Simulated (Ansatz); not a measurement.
Bond compression in InPd

```
In Pd
1.0
     3.27188    0.00000    0.00000
     0.00000    3.27188    0.00000
     0.00000    0.00000    3.27188
In Pd
1 1
Cartesian
  0.0000 0.0000 0.0000
  1.6359 1.6359 1.6359
```

The cell is Materials Project entry mp-21215, used as a structure alone.

Its shortest bond, of 2.834 Å between atom 1 (In) and the nearest image of atom 2 (Pd), is scaled by moving both atoms along it, with the cell held. The force apart is half the difference of the two atoms' forces along the bond; it holds the pull and push of their other neighbours too.

All numbers are PBE results (scalar-relativistic) from Ansatz 0.2.0, with a Γ-centred 9×9×9 k mesh, Fermi–Dirac smearing of 0.05 eV, no spin polarisation. Methods: LAPW: all electrons, basis error target 1 meV/atom; PAW: frozen-core files, cutoff 420 eV; PAW (cutoff 800 eV): frozen-core files, cutoff 800 eV.

Energies are extrapolated to zero smearing and count from the unscaled cell; pressure is positive in compression; gaps take the mesh and a band path. No temperature or zero-point motion is included.

| bond (Å) | force apart (eV/Å) | P LAPW (GPa) | ΔE LAPW (eV/atom) | P PAW − LAPW (GPa) | ΔE PAW − LAPW (meV/atom) | force PAW − LAPW (eV/Å) |
| --- | --- | --- | --- | --- | --- | --- |
| 2.834 | 0.00 | 3.75 | 0.000 | 0.02 | 0.0 | 0.000 |
| 2.664 | 0.78 | 5.17 | 0.032 | 0.02 | 0.0 | 0.001 |
| 2.323 | 4.36 | 18.97 | 0.405 | 0.02 | -0.2 | -0.001 |
| 1.983 | 18.24 | 63.0 | 2.064 | 0.04 | 0.0 | 0.011 |
| 1.643 | 73.59 | ? | 8.809 | 0.09 | 22.5 | 0.036 |

(1) What belongs in the row "1.643", column "P LAPW (GPa)"?

(2) At the last bond length, how far does PAW (cutoff 800 eV) lie from LAPW in pressure and in the largest force component?

(3) How do the Löwdin populations by LAPW change from the unscaled cell to the last row, on the two atoms of the bond?

Answers

(1) 196.4.

(2) PAW (cutoff 800 eV): -1.11 GPa, 0.243 eV/Å, on a LAPW pressure of 196.4 GPa.

(3) In1 5s 1.10 → 1.29, In1 5p 2.45 → 2.20, In1 4d 9.99 → 9.95, Pd2 4d 9.42 → 9.53 electrons an atom. These are projections on the shells that the free atoms fill; 0.08 e a cell lies outside them at the start and 0.13 e at the end.
